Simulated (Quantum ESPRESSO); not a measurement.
# Quick settings and what they miss: LaAlO3 (R-3c, 10 atoms in the cell)

Self-consistent single point.

```
LaAlO3
1.0
    2.68890     1.55244     4.37636
   -2.68890     1.55244     4.37636
    0.00000    -3.10488     4.37636
La Al O
2 2 6
Direct
  0.25000   0.25000   0.25000
  0.75000   0.75000   0.75000
  0.00000   0.00000   0.00000
  0.50000   0.50000   0.50000
  0.78173   0.25000   0.71827
  0.21827   0.75000   0.28173
  0.71827   0.78173   0.25000
  0.28173   0.21827   0.75000
  0.25000   0.71827   0.78173
  0.75000   0.28173   0.21827
```

Method of the run: LDA (PZ), GBRV 1.5 ultrasoft (LDA) pseudopotentials (plane waves; Quantum ESPRESSO).

Base settings: ecutwfc = 40 Ry; ecutrho = 200 Ry; occupations = smearing; smearing = gaussian; degauss = 0.00147 Ry; potentials = {La: la_lda_v1.uspp.F.UPF, Al: al_lda_v1.uspp.F.UPF, O: o_lda_v1.2.uspp.F.UPF}; K_POINTS = automatic 4 4 4 0 0 0; conv_thr = 1e-10 Ry; mixing_beta = 0.3.

Tight run (finer mesh or higher cutoff; not a proven limit): ecutwfc: 40 Ry → 56 Ry; ecutrho: 200 Ry → 280 Ry; conv_thr: 1e-10 Ry → 7.3e-11 Ry; K_POINTS: automatic 4 4 4 0 0 0 → automatic 6 6 6 0 0 0. It gave top of the valence band (on the code's own zero) 11.05 eV; gap on the k-point mesh 3.82 eV; pressure -8.01 GPa; largest force (vector length) 0.052 eV/Å.

Quick runs, as changes from the base:
- A: the base itself
- B: ecutwfc: 40 Ry → 24 Ry; ecutrho: 200 Ry → 120 Ry; pseudopotentials: {La: la_lda_v1.uspp.F.UPF, Al: al_lda_v1.uspp.F.UPF, O: o_lda_v1.2.uspp.F.UPF} → {La: la_pbesol_v1.uspp.F.UPF, Al: al_pbesol_v1.uspp.F.UPF, O: o_pbesol_v1.2.uspp.F.UPF}; K_POINTS: automatic 4 4 4 0 0 0 → automatic 3 3 3 0 0 0 [PBEsol]
- C: ecutwfc: 40 Ry → 32 Ry; ecutrho: 200 Ry → 160 Ry; smearing: gaussian → marzari-vanderbilt; degauss: 0.00147 Ry → 0.019992 Ry; K_POINTS: automatic 4 4 4 0 0 0 → automatic 2 2 2 1 1 1
- D: ecutwfc: 40 Ry → 24 Ry; ecutrho: 200 Ry → 120 Ry; smearing: gaussian → marzari-vanderbilt; degauss: 0.00147 Ry → 0.0147 Ry; pseudopotentials: {La: la_lda_v1.uspp.F.UPF, Al: al_lda_v1.uspp.F.UPF, O: o_lda_v1.2.uspp.F.UPF} → {La: la_pbesol_v1.uspp.F.UPF, Al: al_pbesol_v1.uspp.F.UPF, O: o_pbesol_v1.2.uspp.F.UPF}; K_POINTS: automatic 4 4 4 0 0 0 → automatic 6 6 6 1 1 1 [PBEsol]
- E: ecutwfc: 40 Ry → 28 Ry; ecutrho: 200 Ry → 140 Ry; degauss: 0.00147 Ry → 0.036749 Ry

Dashes: energy of B, D, another energy zero; time of B, C, under 30 s; gap of C, left out as unsure on this mesh or at this smearing.

Gaps are read on each run's own mesh, which may miss the band edges.

† marks runs with another functional, U, potentials or spin treatment: their distance from the tight run is not a convergence error alone.

The count of work is k-points × plane waves × bands × iterations; it is no time. Core times come from one kind of shared machine and are given to one figure; runs under 30 s give none.

The starting cell comes from a database of computed structures (which also holds hypothetical and non-ambient phases and stackings), without a prior relaxation at this level. Its lattice was rescaled by a random factor within 2.5 % of one. In the base run, with a pressure of about -8 GPa the cell is away from its equilibrium volume at this level.

```tsv
run	energy less tight (meV/atom)	pressure less tight (GPa)	largest miss in a force vector (eV/Å)	gap on the mesh less tight (eV)	count of work / tight	core time / tight (rough)
A	5.4	0.17	0.002	0.000	0.23	0.4
B†	–	-36.48	0.020	-0.014	0.040	–
C	34.1	-4.09	0.015	–	0.023	–
D†	–	-36.49	0.008	0.068	0.34	0.3
E	158.4	-14.82	0.007	-0.008	0.13	0.2
```

Among the runs at the tight run's level, the energy misses run from 5.4 to 158.4 meV/atom.

Left out of this page: 1 run of the series outside the window shown, repeating another row's setting, or not comparable.
